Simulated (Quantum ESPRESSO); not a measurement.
## NbP: equation of state with PBEsol

NbP:

```
Nb P
1.0
    -1.67492    1.67492    5.74011
     1.67492   -1.67492    5.74011
     1.67492    1.67492   -5.74011
Nb P
2 2
Direct
  0.24988 0.74988 0.50000
  0.49988 0.49988 0.00000
  0.83275 0.33275 0.50000
  0.08275 0.08275 0.00000
```

The cell is a database's computed one.

```json
{
  "Program": "Quantum ESPRESSO 7.5",
  "Task": "equation of state",
  "Functional": "PBEsol",
  "Potentials or basis": "GBRV 1.5 PBEsol",
  "Cutoff": "612 eV",
  "Density cutoff": "4898 eV",
  "k mesh": "11 × 11 × 11",
  "Occupations": "fermi-dirac, width 0.05 eV",
  "Spin": "no spin polarisation"
}
```

```yaml
Equilibrium_volume: 15.56 Å³/atom
Bulk_modulus_at_fixed_shape_and_positions: 205 GPa
Pressure_derivative_of_the_bulk_modulus: 4.3
```

Energy against volume, from the lowest point:
```csv
volume (Å³/atom),energy (meV/atom)
15.137,7.26
15.459,0.00
15.781,1.56
16.103,11.05
16.425,27.63
16.747,50.57
17.069,79.20
```

All runs of the series together: 21 min on 2 threads of Arm Neoverse V1, with other jobs on the host.

Caveat: the cell was scaled at fixed shape and fractional positions, which overstates the stiffness of a crystal with free parameters, most of all of layers and chains.
